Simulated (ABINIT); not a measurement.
An input for ABINIT 10.8.3 (CdS (Hawleyite)):

```
acell 3*1.0 Angstrom
rprim 
  -0.000000000000 2.916500000000 2.916500000000
  2.916500000000 -0.000000000000 2.916500000000
  2.916500000000 2.916500000000 -0.000000000000
ntypat 2
znucl 48 16
natom 2
typat 1 2
xred 
  0.000000000000 0.000000000000 0.000000000000
  0.250000000000 0.250000000000 0.250000000000
pp_dirpath "pseudos"
pseudos "Cd.upf, S.upf"
ecut 47
ngkpt 4 4 4
nshiftk 1
shiftk 0 0 0
kptopt 1
chksymbreak 0
istwfk *1
occopt 1
irdwfk 1
optdriver 4
nband 142
gwcalctyp 10
ecutsigx 47
symsigma 1
nkptgw 8
kptgw 
  0.0000000000 0.0000000000 0.0000000000
  0.2500000000 0.0000000000 0.0000000000
  0.5000000000 0.0000000000 0.0000000000
  0.2500000000 0.2500000000 0.0000000000
  0.5000000000 0.2500000000 0.0000000000
  -0.2500000000 0.2500000000 0.0000000000
  0.5000000000 0.5000000000 0.0000000000
  -0.2500000000 0.5000000000 0.2500000000
bdgw 
  6 23
  6 23
  6 23
  6 23
  6 23
  6 23
  6 23
  6 23
ecuteps 6
irdscr 1
ppmodel 1
irdqps 1
indata_prefix "in"
outdata_prefix "out"
tmpdata_prefix "tmp"
```

```sh
OMP_NUM_THREADS=1 mpirun -n 8 abinit run.abi > log
```

**Question.** How long will it take on 8 MPI ranks of AMD EPYC 9R45, shared host, and how much memory?

It took 1.7 min; on shared hardware allow 52 s to 3.4 min. Peak host memory was 4.0 GiB.

[Paths, hosts, dates, memory and timing lines, banners, echoed tables and standing remarks are left out of the program output.]

[Logs are printed without paths, hosts, clocks, repeated set-up lines and the standing remarks that a program may print on its own settings, such as how far it seeks lower states.]

[Runs of the session that timed out or met a known fault of the program may be left out.]

[No measured gap is set beside runs whose start may be inverted or whose files or cutoffs have a known fault.]

[Hosts, paths, dates, database ids (printed as entryN), source tags and the programs' standing remarks are cut or masked in the printed files.]

[G0W0 gaps are taken among the corrected bands and points alone; a level outside them can change the order at an edge.]

[Where Ansatz stands beside ABINIT at settings called matched, ABINIT's density can come from a denser mesh and the files from another edition; pairs whose starting gaps differed by over 0.03 eV were left out, so agreement reads better than it is.]
